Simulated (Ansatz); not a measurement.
**Two Ansatz runs on MoP**

The cell is COD entry 1539074, as deposited and not checked against the literature; nothing was relaxed. The listed cell was then made from it by scaling, straining or moving an atom.

First run: DFT, PBE, all-electron LAPW, scalar-relativistic (Ansatz 0.2.0).

Command: `ansatz run input.yaml --threads 1 --pin off --max-ram 2048MiB --backend cpu --events-out ev --progress --plain --runs-dir out` The run took 41 s on 1 thread of Intel(R) Xeon(R) Platinum 8488C (Sapphire Rapids), on a shared host, peak memory 0.66 GiB.

```yaml
crystal:
  lattice:
    - [3.179440659, 0.0, 0.0]
    - [-1.5897203296, 2.7534763805, 0.0]
    - [0.0, 0.0, 3.1478730917]
  atoms:
    - { symbol: Mo, position: [0.0, 0.0, 0.0] }
    - { symbol: P, position: [0.3333333333, 0.6666666667, 0.5] }
kpoints:
  mp_grid: { grid: [15, 15, 13] }
scf:
  occupations: { method: fermi_dirac, width: 0.08 }
hamiltonian:
  xc: pbe
  pseudopotentials: { kind: all_electron, lapw: { basis_error: 0.00025 } }
output:
  forces: true
  stress: true
  eigenvalues: true
```

Result: converged; pressure 13.26 GPa; 7 SCF iterations.

Spin polarisation is left out, and whether a magnetic state lies lower isn't shown here.

The input is then changed:

```diff
@@ -14,4 +14,5 @@
   xc: pbe
   pseudopotentials: { kind: all_electron, lapw: { basis_error: 0.00025 } }
+  hubbard: { sites: [{ species: Mo, l: d, u_eff: 8.0 }], double_counting: fll }
 output:
   forces: true
```

Q: Predict the outcome of the changed run.

A: It converged; pressure 11.10 GPa; 11 SCF iterations.

The results part of its log:

```
SCF 1 converged in 11 iterations: F = -119478.438498 eV  dr2 = 4.10e-9
SCF converged after 11 iterations
Free energy (F): -119478.438498 eV
Harris-Foulkes:  -119478.438498 eV  (|F-HF|=5.82e-11)
Internal energy: -119478.425601 eV  (E = F + TS)
E sigma→0 (E₀):  -119478.432050 eV
Entropy (-TS):   -0.012897 eV (-6.449 meV/atom)
Fermi energy:    19.705604 eV
--- Per-component energies (eV) ---
  E_band       = -5913.046474
  E_kinetic    = 123526.985154
  E_xc         = -4007.122383
  E_hubbard    = 9.500442  (on-site DFT+U / exact-exchange correction)
  E_vhub       = -3.657167  (the Hubbard potential's part of the band-sum identity)
  E_electrostatic = -239007.788814  (all electrons and nuclei)
  E_smearing   = -0.012897  (= −TS)
  E_closure    = 0.000000  (closes the sum)
  E_atoms      = -119470.547489  (free atoms, spherical and without spin; not in F)
  Σ components = -119478.438498   (vs F -119478.438498, Δ=0.00e0)
  Basis errors (estimates in eV, not in F): energy 9.8e-5 per atom: plane waves 8.1e-5 (4.4e-5 summed), levels above the bands 3.7e-37, relativity 1.2e-8, radial functions 1.7e-5, core shells 8.5e-11; eigenvalues (radial functions only) 4.3e-7; not estimated: angular momenta, meshes, grids; target (lapw.basis_error) 2.5e-4; muffin-tin radii P 1.094 Å, Mo 1.324 Å
--- Forces (eV/Å), atoms counted from 1 ---
  atom   1  Mo    -0.00000000     0.00000000     0.00000000
  atom   2  P      0.00000000     0.00000000    -0.00000000
  max |Σ_I F_I| component: 4.16e-17 eV/Å
--- Stress (GPa, compression-positive) ---
        8.820016       0.000000       0.000000
       -0.000000       8.820016      -0.000000
        0.000000      -0.000000      15.646586
  P = ⅓ Tr σ = 11.0955 GPa (110.955 kbar)
--- Band table (eV; the first three rows and the last of 189) ---
  k-point 0: bands = ["-452.5099", "-355.2745", "-355.1839", "-355.1839", "-197.1590", "-197.0902", "-197.0902", "-197.0497", "-197.0497", "-149.2096", "-99.6977", "-99.6977", "-99.6890", "-40.6158", "-14.8677", "-14.5524", "-14.5524", "5.8505", "16.3493", "16.3493", "16.6450", "19.3862", "19.6099", "19.6099", "24.2852", "24.2852", "25.7993"]
  k-point 1: bands = ["-452.5099", "-355.2745", "-355.1839", "-355.1839", "-197.1590", "-197.0902", "-197.0902", "-197.0497", "-197.0497", "-149.2096", "-99.6977", "-99.6977", "-99.6890", "-40.6142", "-14.8884", "-14.5506", "-14.5506", "5.9519", "16.3945", "16.3945", "16.4401", "19.3612", "19.3612", "19.4417", "24.4863", "24.4863", "25.8756"]
  k-point 2: bands = ["-452.5099", "-355.2745", "-355.1839", "-355.1839", "-197.1590", "-197.0902", "-197.0902", "-197.0497", "-197.0497", "-149.2096", "-99.6978", "-99.6978", "-99.6890", "-40.6096", "-14.9455", "-14.5456", "-14.5456", "6.2477", "15.8292", "16.5200", "16.5200", "18.8053", "18.8053", "19.7020", "24.7192", "24.7192", "26.0943"]
  k-point 188: bands = ["-452.5099", "-355.2745", "-355.1839", "-355.1839", "-197.1590", "-197.0902", "-197.0902", "-197.0497", "-197.0497", "-149.2180", "-99.6988", "-99.6976", "-99.6895", "-40.5465", "-15.1117", "-14.8104", "-14.7733", "8.6267", "12.3887", "14.0584", "16.7164", "18.3373", "22.8369", "23.2535", "24.4982", "24.7621", "24.9821"]
Occupation matrices written to <dir>
```
